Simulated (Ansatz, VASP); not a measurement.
One calculation of Ni, two programs

The input POSCAR:

```
Ni
1.0
    0.0000000000      2.5131022781      2.5131022781
    2.5131022781      0.0000000000      2.5131022781
    2.5131022781      2.5131022781      0.0000000000
Ni
2
Direct
    0.1250000000      0.1250000000      0.1250000000
    0.8750000000      0.8750000000      0.8750000000
```

File INCAR.step1:

```
  ALGO = Normal
  EDIFF = 1E-4
  ENCUT = 520
  GGA = PE
  ISMEAR = -1
  ISPIN = 2
  LASPH = True
  LCHARG = False
  LMAXMIX = 4
  LREAL = False
  LWAVE = True
  MAGMOM = 0.93 0.93
  NBANDS = 21
  NELM = 150
  PREC = Accurate
  SIGMA = 0.1
```

File INCAR.step2:

```
  ALGO = Normal
  EDIFF = 1E-6
  ENCUT = 520
  ISIF = 2
  ISMEAR = -1
  ISPIN = 2
  ISTART = 1
  LASPH = True
  LCHARG = False
  LMAXMIX = 4
  LMIXTAU = True
  LORBIT = 11
  LREAL = False
  LWAVE = False
  MAGMOM = 0.93 0.93
  METAGGA = R2SCAN
  NBANDS = 21
  NELM = 150
  PREC = Accurate
  SIGMA = 0.1
```

The input KPOINTS:

```
k-points
0
Gamma
  6 6 6
```

Input for Ansatz:

```yaml
crystal:
  lattice:
    - [0.0, 2.5131022781, 2.5131022781]
    - [2.5131022781, 0.0, 2.5131022781]
    - [2.5131022781, 2.5131022781, 0.0]
  atoms:
    - { symbol: Ni, position: [0.125, 0.125, 0.125], spin: 0.93 }
    - { symbol: Ni, position: [0.875, 0.875, 0.875], spin: 0.93 }
hamiltonian:
  xc: r2scan
  pseudopotentials:
    kind: paw
    azcp:
      Ni: "pseudopotentials/Ni.paw.azcp"
basis:
  ecutwfc: 500
  fft_grid_basis: typed
kpoints:
  mp_grid: { grid: [6, 6, 6], shift: [0, 0, 0] }
magnetization:
  spin_polarized: true
scf:
  occupations: { method: fermi_dirac, width: 0.1 }
output:
  write_density: true
  write_potential: true
  elf: true
  volumetric_format: npy
```

Alike in both runs: task single point; functional r2SCAN; k mesh 6 × 6 × 6; occupations fermi-dirac, width 0.1 eV; collinear spin.

```csv
,VASP,Ansatz
version,VASP 6.6.1,Ansatz 0.2.0
potentials or method,"VASP PAW PBE potentials, release 64 (Ni)","plane waves (500 eV) with PAW, scalar-relativistic"
plane-wave cutoff (eV),520,500
valence electrons in the cell,20,36
```

```tsv
	VASP	Ansatz	Ansatz less VASP
net moment per atom (μB)	0.82	0.83	+0.009
size of the moment on the site where the two differ most (μB)	0.83	0.90	+0.076
```

Site moments also hang on the region over which each program counts them. The functional is the same, so the differences come from potentials, cutoffs and numerics. The two sets of potentials don't hold the same shells in valence. Ansatz warned: «stability_check_not_made».

Caveats: the k mesh is coarse (spacing up to 0.36 Å⁻¹), so the values aren't converged.
